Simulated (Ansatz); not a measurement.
## Finding the fault: B-doped (13,0) carbon nanotube bundle (104 atoms)

Program: Ansatz 0.2.0. The cell: 86 C and 18 B.

File input.yaml:

```yaml
crystal:
  lattice:
    - [13.47955, 0.0, 0.0]
    - [-6.73978, 11.67363, 0.0]
    - [0.0, 0.0, 8.76884]
  atoms:
    - { symbol: C, position: [0.40303, 0.00345, 0.15625] }
    - { symbol: C, position: [0.44068, 0.11097, 0.08139] }
    - { symbol: C, position: [0.45335, 0.20989, 0.16114] }
    - { symbol: C, position: [0.44406, 0.29893, 0.08394] }
    - { symbol: C, position: [0.45474, 0.11821, 0.40474] }
    - { symbol: C, position: [0.45723, 0.21195, 0.32561] }
    - { symbol: C, position: [0.40764, 0.36737, 0.16586] }
    - { symbol: B, position: [0.35285, 0.42692, 0.07717] }
    - { symbol: C, position: [0.4429, 0.29631, 0.40965] }
    - { symbol: C, position: [0.40588, 0.36532, 0.32887] }
    - { symbol: B, position: [0.28216, 0.44923, 0.14818] }
    - { symbol: C, position: [0.17651, 0.4395, 0.06298] }
    - { symbol: C, position: [0.34889, 0.41469, 0.40911] }
    - { symbol: C, position: [0.27492, 0.44187, 0.32417] }
    - { symbol: C, position: [0.07722, 0.41518, 0.15369] }
    - { symbol: B, position: [0.96422, 0.37213, 0.06818] }
    - { symbol: C, position: [0.17908, 0.4422, 0.39571] }
    - { symbol: C, position: [0.07377, 0.41008, 0.31764] }
    [... 80 atom lines left out ...]
    - { symbol: C, position: [0.24073, 0.79934, 0.65244] }
    - { symbol: C, position: [0.33165, 0.89653, 0.57393] }
    - { symbol: C, position: [0.14093, 0.71457, 0.89774] }
    - { symbol: C, position: [0.23967, 0.79754, 0.81676] }
    - { symbol: C, position: [0.32775, 0.89204, 0.90043] }
    - { symbol: C, position: [0.39935, 0.99833, 0.82269] }
kpoints:
  mp_grid: { grid: [1, 1, 2] }
hamiltonian:
  xc: pbe
  dispersion: d3bj
scf:
  max_iter: 50
output:
  forces: true
```

The run is started by

```
ansatz run input.yaml --threads 4 --pin off --max-ram 8192MiB --backend cpu --events-out ev --progress --plain --runs-dir out
```

What it wrote:

```text
Error: YAML parse error: `scf.occupations.method` is required: fixed only where the cell keeps a band gap throughout the run, explicit beside scf.occupations.values (under evaluate: without them), else a smearing such as fermi_dirac (scf.occupations.width is optional; its entry in the input reference gives the default)
```

Run time: 0.02 s. Hardware: 4 threads of Arm Neoverse V2, shared host; peak memory 0.022 GiB.

**Question.** What is wrong with this input, and how is it mended?

No occupation method: scf.occupations.method removed and scf.occupations.width removed.

The fix is to set scf.occupations.method back to "fermi_dirac" and set scf.occupations.width back to 0.025.

The program refused it before any cycle.

[Logs are printed without paths, hosts, clocks, repeated set-up lines and the standing remarks that a program may print on its own settings, such as how far it seeks lower states.]

[Hosts, paths, dates, database ids (printed as entryN), source tags and the programs' standing remarks are cut or masked in the printed files.]
